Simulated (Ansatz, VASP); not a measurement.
# Al: VASP beside Ansatz

Contents of POSCAR:

```
Al
1.0
    2.6618360000      0.0000000000      0.0000000000
   -1.3309180000      2.3052200000      0.0000000000
    0.0000000000      0.0000000000      4.9508160000
Al
2
Direct
    0.3333300000      0.6666700000      0.2500000000
    0.6666600000      0.3333300000      0.7500000000
```

The input INCAR.step1:

```
PREC     = Accurate       # precision mode
ENCUT    = 520            # plane-wave cutoff, eV
ISMEAR   = -5             # smearing method
SIGMA    = 0.1            # smearing width, eV
LREAL    = False          # projectors in reciprocal space
LASPH    = True           # aspherical terms in the spheres
NELM     = 80             # most SCF steps
NBANDS   = 10             # bands
GGA      = PE             # functional
ALGO     = Normal         # electronic algorithm
EDIFF    = 1E-4           # SCF threshold, eV
LWAVE    = True           # write WAVECAR
LCHARG   = False          # write CHGCAR
```

Contents of INCAR.step2:

```
PREC     = Accurate       # precision mode
ENCUT    = 520            # plane-wave cutoff, eV
EDIFF    = 1E-6           # SCF threshold, eV
ISMEAR   = -5             # smearing method
SIGMA    = 0.1            # smearing width, eV
LREAL    = False          # projectors in reciprocal space
LASPH    = True           # aspherical terms in the spheres
NELM     = 80             # most SCF steps
ALGO     = Normal         # electronic algorithm
ISIF     = 2              # what is computed and relaxed
LWAVE    = False          # write WAVECAR
LCHARG   = True           # write CHGCAR
METAGGA  = R2SCAN         # meta-GGA
LMIXTAU  = True         
LELF     = True           # ELF
LVHAR    = True         
NBANDS   = 10             # bands
ISTART   = 1
```

File KPOINTS:

```
Automatic mesh
0
Gamma
  11 11 5
```

Input for Ansatz:

```yaml
crystal:
  lattice:
    - [2.661836, 0.0, 0.0]
    - [-1.330918, 2.30522, 0.0]
    - [0.0, 0.0, 4.950816]
  atoms:
    - { symbol: Al, position: [0.33333, 0.66667, 0.25] }
    - { symbol: Al, position: [0.66666, 0.33333, 0.75] }
  symmetry: { tolerance: 0.0003 }
kpoints:
  mp_grid: { grid: [11, 11, 5], shift: [0, 0, 0] }
  band_path:
    path:
      - [0.0, 0.0, 0.0]
      - [0.5, 0.0, 0.0]
      - [0.33333333, 0.33333333, 0.0]
      - [0.0, 0.0, 0.0]
      - [0.0, 0.0, 0.5]
      - [0.5, 0.0, 0.5]
      - [0.33333333, 0.33333333, 0.5]
      - [0.0, 0.0, 0.5]
      - [0.5, 0.0, 0.5]
      - [0.5, 0.0, 0.0]
      - [0.33333333, 0.33333333, 0.5]
    npoints: 6
magnetization:
  spin_polarized: false
scf:
  occupations: { method: tetrahedron }
  lower_state_search: "off"
  max_iter: 200
hamiltonian:
  pseudopotentials: { kind: paw }
  xc: r2scan
basis:
  ecutwfc: 500
  fft_grid_basis: typed
output:
  forces: true
  stress: true
  eigenvalues: true
  bader: true
  populations: true
  elf: true
  write_potential: true
  volumetric_format: npy
  dos:
    e_range: [-12, 8]
    de: 0.05
    projected: { site_lists: { Al: [Al] } }
checkpoint:
  read: saved_state
```

The cell was built by a generator and needn't be a form met in nature.

Alike in both runs: task single point; functional r2SCAN; k mesh 11 × 11 × 5; occupations tetrahedron; no spin polarisation.

```csv
,VASP,Ansatz
version,VASP 6.6.1,Ansatz 0.2.0
potentials or method,"VASP PAW PBE potentials, release 64 (Al)",PAW plane waves
plane-wave cutoff (eV),520,500
valence electrons in the cell,6,6
```

Ansatz gave:

```
pressure (GPa)                                  : 7.7
largest component of the traceless stress (GPa) : 8.36
```

Q: What did VASP give for the same quantities?

A: Pressure (GPa): 7.3; largest component of the traceless stress (GPa): 8.29.

Ansatz warned: «band_table_not_solved_further».

Caveats: the PAW data sets were made with another functional, which shifts forces and pressure a little (VASP); tetrahedron occupations give inexact forces and stress in metals.
